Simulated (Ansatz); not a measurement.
A 4-atom cell of F (C2/m) from a materials database: an Ansatz output whose functional has been blanked. The geometry is the r2SCAN+rVV10 minimum.

```xyz
4
Lattice="2.5993 -1.4921 -0.0047 2.5993 1.4921 -0.0047 -2.0735 0.0000 6.7859" Properties=species:S:1:pos:R:3 pbc="T T T"
F     1.7932    0.0000    2.7276
F     0.2405    0.0000    0.6577
F     1.3321    0.0000    4.0488
F     2.8847    0.0000    6.1188
```

```
Crystal: 4 atoms, lattice volume = 52.608 Å³
Basis set: ecut = 500 eV, 1357 PW (Γ)
Bands: 19, of which v1, the nominal top of the filled ones, is band 14 counted from 1 (13 counted from 0)
Symmetry: 4 space group operations
Space group: C2/m (ITA 12)
k-points: 47 of 144
hybrid outer 1: dexx = +9.191e-3 eV, tail = 3.46e-5 eV
hybrid outer 2: dexx = +7.628e-7 eV, tail = 3.23e-8 eV, Δε = 2.29e-3 eV, ΔF = 1.41e-2 eV/Å
hybrid outer 3: dexx = +6.839e-10 eV, tail = 8.69e-10 eV, Δε = 7.86e-5 eV, ΔF = 2.08e-5 eV/Å
hybrid SCF converged: 3 outer / 13 inner (+2 warm-up)
Free energy (F): -3225.397817 eV
Fermi energy:    -5.041739 eV
--- Per-component energies (eV) ---
  E_band       = -392.205052
  E_kinetic    = 817.608261
  E_local      = -2610.868466
  E_nonlocal   = 287.489607
  E_hartree    = 937.180797
  E_xc         = -238.606693
  E_vxc        = -344.729717
  E_exx        = -114.986751
  E_paw        = -760.650028
  E_vpaw       = -208.930136
  E_vtau       = 22.832622
  E_ewald      = -1542.362817
  E_core_change = -0.205853
--- Forces (eV/Å), atoms counted from 1 ---
  atom   1  F     -0.41090      0.00000      1.21491
  atom   2  F     -0.44692      0.00000    -1.22816
  atom   3  F       0.41090      0.00000    -1.21491
  atom   4  F       0.44692      0.00000      1.22816
--- Stress (GPa, compression-positive) ---
       -0.138620       0.000000       0.000564
        0.000000       0.994680       0.000000
        0.000547       0.000000      -8.232796
  P = ⅓ Tr σ = -2.4589 GPa (-24.589 kbar)
--- Band table (eV; the first three rows and the last of 47) ---
  k-point 0: bands = […, -8.5837, -8.5542, -5.4622, -5.2797, -5.2370, -5.0996, 2.2064, 3.8686, 8.7027, 10.9968, …]
  k-point 1: bands = […, -8.5723, -8.5673, -5.4460, -5.3134, -5.2169, -5.1189, 2.4354, 3.5976, 8.9974, 10.4998, …]
  k-point 2: bands = […, -8.5875, -8.5724, -5.4001, -5.3760, -5.1767, -5.1583, 2.9836, 3.0119, 9.6810, 9.7069, …]
  k-point 46: bands = […, -8.9488, -8.9161, -5.8113, -5.7536, -5.2556, -5.2304, 3.1583, 3.1698, 13.6255, 13.9199, …]
```

Levels at the listed points, from bands.tsv (eV from the Fermi energy, bands near the gap, counted from 0):
```tsv
# k_distance	band_9	band_10	band_11	band_12	band_13	band_14	band_15	band_16	band_17
# fermi_ev = -5.041739
# [0, 0, 0] at k_distance = 0.000000
# [-0.3401663309, 0.3401663309, 0] at k_distance = 1.432445
# [-0.6598336691, -0.3401663309, 0] at k_distance = 2.907419
# [-0.5, -0.5, 0] at k_distance = 3.580480
# [-0.5, -0.5, 0.5] at k_distance = 4.043696
# [-0.6792524784, -0.3207475216, 0.5] at k_distance = 4.798530
# [-0.3207475216, 0.3207475216, 0.5] at k_distance = 6.196353
# [0, 0, 0.5] at k_distance = 7.547025
# [-0.5, 0, 0.5] at k_distance = 8.775035
# levels_relative_to = fermi_ev
0.000	-3.512	-0.420	-0.238	-0.195	-0.058	7.248	8.910	13.744	16.039
1.432	-4.324	-0.794	-0.612	-0.444	-0.415	8.150	8.333	19.334	19.822
2.907	-4.324	-0.794	-0.612	-0.444	-0.415	8.150	8.333	19.334	19.822
3.580	-3.739	-0.776	-0.524	-0.417	0.000	8.087	8.261	18.621	19.424
4.044	-3.874	-0.770	-0.712	-0.214	-0.189	8.200	8.212	18.667	18.962
4.799	-4.260	-0.881	-0.669	-0.537	-0.301	8.238	8.274	19.450	19.597
6.196	-4.260	-0.881	-0.669	-0.537	-0.301	8.238	8.274	19.450	19.597
7.547	-3.531	-0.358	-0.334	-0.135	-0.117	8.025	8.054	14.723	14.749
8.775	-3.699	-1.034	-0.647	-0.483	-0.180	7.930	8.557	19.065	19.140
```
In order the rows are Γ, C, C₂, Y₂, M₂, D, D₂, A, L₂.

**Question.** Which level of theory was used?
A. PBE0
B. r2SCANh
C. LC-ωPBE
D. r2SCAN0

**Answer.** D. r2SCAN0. The exchange loop and the term E_exx show exact exchange. The term E_vtau belongs to a meta-GGA, which reads the kinetic-energy density. The r2SCAN0 gap is indirect, 7.25 eV (Y₂ to Γ), below the direct gap of 7.31 eV at Γ. Among hybrids the size of the gap and of E_exx follows the share and range of exact exchange. The stress of a hybrid is loosely converged here. Within one family of functionals the choice rests on the size of the gap and stress, not on a line of the log.

Command: `ansatz run input.yaml --threads 2 --pin off --max-ram 2211MiB --backend cpu --events-out ev --progress --plain --runs-dir out`. It took 91 s on 2 threads of Arm Neoverse V1 (shared host); peak host memory 1.6 GiB.

(Simulation; spin polarisation is off.)

The meshes of the hybrids are coarse, so their gaps aren't converged to the digits shown.
